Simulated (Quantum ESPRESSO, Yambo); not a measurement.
# GaP (F-43m): G0W0 in Yambo against the screening cutoff

How does the gap of GaP (F-43m) converge in the screening cutoff?

Method: PBE and many-body steps on it, plane waves, in Yambo 5.3.0.

Report form: the programs' logs are mostly left out.

## 1. The structure

It takes space group F-43m (No. 216, cubic). Conventional cell: a = 5.450 Å, b = 5.450 Å, c = 5.450 Å, α = 90.00°, β = 90.00°, γ = 90.00°. Nearest to Ga lie 4 P at 2.36 Å. Nearest to P lie 4 Ga at 2.36 Å. Farther neighbours are not listed.

Structure file:

```xyz
2
Lattice="0.0000 2.7252 2.7252 2.7252 0.0000 2.7252 2.7252 2.7252 0.0000" Properties=species:S:1:pos:R:3 pbc="T T T"
Ga    0.0000    0.0000    0.0000
P     1.3626    1.3626    1.3626
```

The cell and positions come from the Crystallography Open Database and are kept as given unless a step says otherwise.

## 2. 3.25 Ha

This step: Yambo 5.3.0; G0W0 on PBE, plane waves, norm-conserving pseudopotentials.

Now the one-shot GW correction: screening in the RPA, then the self-energy of the levels asked for.

Contents of gw7.in:

```
HF_and_locXC
gw0
dyson
ppa
em1d
rim_cut
RandQpts= 1000000
RandGvec= 1 RL
EXXRLvcs= 104 Ry
VXCRLvcs= 416 Ry
Chimod= "HARTREE"
% BndsRnXp
 1 | 133 |
%
NGsBlkXp= 6.5 Ry
% LongDrXp
 1 | 1 | 1 |
%
% GbndRnge
 1 | 133 |
%
DysSolver= "n"
ExtendOut
PPAPntXp= 27.21138 eV
% QPkrange
 1 | 1 | 12 | 15 |
 7 | 7 | 12 | 15 |
%
```

Launch:

```
$ OMP_NUM_THREADS=1 mpirun -n 4 yambo -F gw7.in -J gw7 -C gw7 > gw7.log
```

Wall time 60 s (4 MPI ranks of Arm Neoverse V1, shared host); peak memory 1.7 GiB; 3.9 min of CPU time.

Numbers from this step:

| Item | Value |
| --- | --- |
| G0W0 gap on the points computed | 2.182 eV |
| starting gap on the mesh | 1.653 eV |
| k of the valence top | 0, 0, 0 |
| k of the conduction bottom | 0, -0.5, -0.5 |
| least direct G0W0 gap on the computed points | 2.711 eV |
| Z at the valence top | 0.7863 |
| Z at the conduction bottom | 0.8094 |

The gap on the mesh goes from 1.65 eV to 2.18 eV, a correction of +0.53 eV.

## 3. 5.25 Ha

gw8.in, as its differences from gw7.in of step 2:

```diff
@@ -14,3 +14,3 @@
 %
-NGsBlkXp= 6.5 Ry
+NGsBlkXp= 10.5 Ry
 % LongDrXp
```

Launch:

```
$ OMP_NUM_THREADS=1 mpirun -n 4 yambo -F gw8.in -J gw8 -C gw8 > gw8.log
```

It took 83 s on 4 MPI ranks; peak memory 1.7 GiB.

Numbers from this step:

```
G0W0 gap on the points computed              : 2.266 eV
starting gap on the mesh                     : 1.653 eV
k of the valence top                         : 0, 0, 0
k of the conduction bottom                   : 0, -0.5, -0.5
least direct G0W0 gap on the computed points : 2.701 eV
Z at the valence top                         : 0.7845
Z at the conduction bottom                   : 0.8089
```

Against the run before, the gap moves by +0.084 eV.

## 4. 10.5 Ha

gw9.in, as its differences from gw8.in of step 3:

```diff
@@ -14,3 +14,3 @@
 %
-NGsBlkXp= 10.5 Ry
+NGsBlkXp= 21 Ry
 % LongDrXp
```

Launch:

```
$ OMP_NUM_THREADS=1 mpirun -n 4 yambo -F gw9.in -J gw9 -C gw9 > gw9.log
```

Wall time 5.4 min (4 MPI ranks); peak memory 1.7 GiB.

Numbers from this step:

```
G0W0 gap on the points computed              : 2.284 eV
starting gap on the mesh                     : 1.653 eV
k of the valence top                         : 0, 0, 0
k of the conduction bottom                   : 0, -0.5, -0.5
least direct G0W0 gap on the computed points : 2.695 eV
```

Against the run before, the gap moves by +0.018 eV.

## 5. 13 Ha

gw10.in, as its differences from gw9.in of step 4:

```diff
@@ -14,3 +14,3 @@
 %
-NGsBlkXp= 21 Ry
+NGsBlkXp= 26 Ry
 % LongDrXp
```

Launch:

```
$ OMP_NUM_THREADS=1 mpirun -n 4 yambo -F gw10.in -J gw10 -C gw10 > gw10.log
```

Elapsed: 7.7 min, on 4 MPI ranks; peak memory 1.7 GiB; 31 min of CPU time.

Numbers from this step:

| Quantity | Value |
| --- | --- |
| G0W0 gap on the points computed | 2.285 eV |
| starting gap on the mesh | 1.653 eV |
| k of the valence top | 0, 0, 0 |
| k of the conduction bottom | 0, -0.5, -0.5 |
| least direct G0W0 gap on the computed points | 2.697 eV |

Against the run before, the gap moves by +0.001 eV.

## 6. 16.25 Ha

gw11.in, as its differences from gw10.in of step 5:

```diff
@@ -14,3 +14,3 @@
 %
-NGsBlkXp= 26 Ry
+NGsBlkXp= 32.5 Ry
 % LongDrXp
```

Launch:

```
$ OMP_NUM_THREADS=1 mpirun -n 4 yambo -F gw11.in -J gw11 -C gw11 > gw11.log
```

Wall time 14 min (4 MPI ranks); peak memory 1.8 GiB; 58 min of CPU time.

Numbers from this step:

```
G0W0 gap on the points computed              : 2.286 eV
starting gap on the mesh                     : 1.653 eV
k of the valence top                         : 0, 0, 0
k of the conduction bottom                   : 0, -0.5, -0.5
least direct G0W0 gap on the computed points : 2.701 eV
```

Against the run before, the gap moves by +0.001 eV.

## 7. Side by side

Times are wall times on 4 MPI ranks of Arm Neoverse V1, shared host, good to a factor of about two.

```csv
run,mesh,bands,screening cutoff (eV),DFT gap (eV),gap on the mesh (eV),direct (eV),time
3.25 Ha,4×4×4,133,88.4,1.653,2.182,2.711,60 s
5.25 Ha,4×4×4,133,142.9,1.653,2.266,2.701,83 s
10.5 Ha,4×4×4,133,285.7,1.653,2.284,2.695,5.4 min
13 Ha,4×4×4,133,353.7,1.653,2.285,2.697,7.7 min
16.25 Ha,4×4×4,133,442.2,1.653,2.286,2.701,14 min
```

## 8. Outcome

| Quantity | Value |
| --- | --- |
| 3.25 Ha | 2.182 eV |
| 5.25 Ha | 2.266 eV |
| 10.5 Ha | 2.284 eV |
| 13 Ha | 2.285 eV |
| 16.25 Ha | 2.286 eV |
| known limits | not at the basis limit; no spin-orbit coupling; coarse k mesh |

What this shows: The setting moved: screening cutoff. From 3.25 Ha to 16.25 Ha the gap moves by +0.10 eV, for 14 times the time. It holds to 0.03 eV from 5.25 Ha on. Bands and screening cutoff are coupled, so a series along one setting does not show full convergence. Bands and cutoff are finite, so the gap is not at the basis limit. The miss can reach some tenths of an eV and take either sign; the mesh is an error of its own. In the G0W0 runs levels were corrected at 2 k points alone, so a gap called «on the mesh» is the least over those, and an edge elsewhere would be missed. A denser mesh or path gives a starting gap of 1.59 eV: the GW mesh misses a band edge, so its gaps are not the fundamental one. The 4×4×4 mesh is coarse for this cell, which bears on the long-range parts of exchange and screening. The many-body steps are scalar-relativistic: spin-orbit coupling is not in them.

[Paths, hosts, dates, memory and timing lines, banners, echoed tables and standing remarks are left out of the program output.]

[Logs are printed without paths, hosts, clocks, repeated set-up lines and the standing remarks that a program may print on its own settings, such as how far it seeks lower states.]

[Runs of the session that timed out or met a known fault of the program may be left out.]

[Hosts, paths, dates, database ids (printed as entryN), source tags and the programs' standing remarks are cut or masked in the printed files.]
